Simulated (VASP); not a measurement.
Runs of VASP 6.6.1 on AlN. It takes space group Fm-3m (No. 225, cubic). The conventional cell has a = 4.069 Å, b = 4.069 Å, c = 4.069 Å, α = 90.00°, β = 90.00°, γ = 90.00°. Around Al (site symmetry m-3m) lie 6 N at 2.03 Å. N (site symmetry m-3m) has 6 Al at 2.03 Å as nearest neighbours. Measurements of this composition are mostly on another form, of space group No. 186.

```csv
level,gap on the mesh (eV),pressure (GPa),relaxed volume (Å³/atom)
revPBE+D3(BJ),(a),0.0,8.09
revPBE,4.53,0.0,8.52
revPBE+D4,5.07,-0.1,8.06
revPBE+D2,4.88,0.0,8.22
revPBE+D3,4.85,0.0,(b)
revPBE+dDsC,5.00,0.0,8.12
```

Alike in all rows: task relaxation of cell and atoms; potentials or basis VASP PAW PBE potentials, release 64 (Al, N); no spin polarisation; cell relaxed; k mesh 11 × 11 × 11; cutoff (eV) 600; smearing fermi-dirac 0.05 eV.

**Question.** Fill in the values left out.

**Answer.** (a) 5.03; (b) 8.24.

Caveats: the PAW data sets were made with another functional, which shifts forces and pressure a little; an odd mesh through Γ misses points on the zone boundary, where band edges often lie.
